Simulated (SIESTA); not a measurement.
HgSe: equation of state with PBEsol

**Experimental background.**

From “The pseudo-binary mercury chalcogenide alloy HgSe0.7S0.3 at high pressure: a mechanism of the zinc blende/cinnabar reconstructive phase transition”, 2002, arxiv:cond-mat/0209548, for a bulk crystal of HgSe: bulk modulus 51.6 ± 0.2 GPa.

The system is HgSe.

```
Hg Se
1.0
     0.00000    3.03900    3.03900
     3.03900    0.00000    3.03900
     3.03900    3.03900    0.00000
Hg Se
1 1
Direct
  0.00000 0.00000 0.00000
  0.75000 0.75000 0.75000
```

| Property | Result |
| --- | --- |
| Program | SIESTA 5.4.2 |
| Task | equation of state |
| Functional | PBEsol |
| Potentials or basis | PseudoDojo 0.4 standard (PBEsol files) |
| Basis | DZP (energy shift 0.003 Ry; two zetas on semicore shells) |
| Grid cutoff | 800 Ry |
| Energy shift | 0.003 Ry |
| k mesh | 8 × 8 × 8 |
| Occupations | fermi-dirac, width 0.05 eV |
| Spin | no spin polarisation |

The equilibrium volume is 29.24 Å³/atom, the bulk modulus is 53 GPa and the pressure derivative of the bulk modulus is 5.1 (rough: it moves with the points fitted).

Energy against volume, from the lowest point:
```csv
volume (Å³/atom),energy (meV/atom)
26.383,57.23
26.944,35.48
27.505,19.39
28.067,8.38
28.628,2.36
29.189,0.00
29.751,1.46
```

All runs of the series together: 2.4 min on 1 thread of Intel(R) Xeon(R) 6975P-C (Granite Rapids), on a shared host.

Measured bulk modulus of HgSe: 51.6 GPa (quoted in “The pseudo-binary mercury chalcogenide alloy HgSe0.7S0.3 at high pressure: a mechanism of the zinc blende/cinnabar reconstructive phase transition”, 2002, arxiv:cond-mat/0209548). This calculation gives 53 GPa (+3.6 %). The fit is for a static lattice scaled at fixed shape and fixed fractional positions.

Caveat: short orbitals over semicore shells can move pressures by several GPa; the basis of atomic orbitals isn't converged, which shifts pressures, moduli and gaps. The run has no spin-orbit coupling, so splittings on Hg are missing.
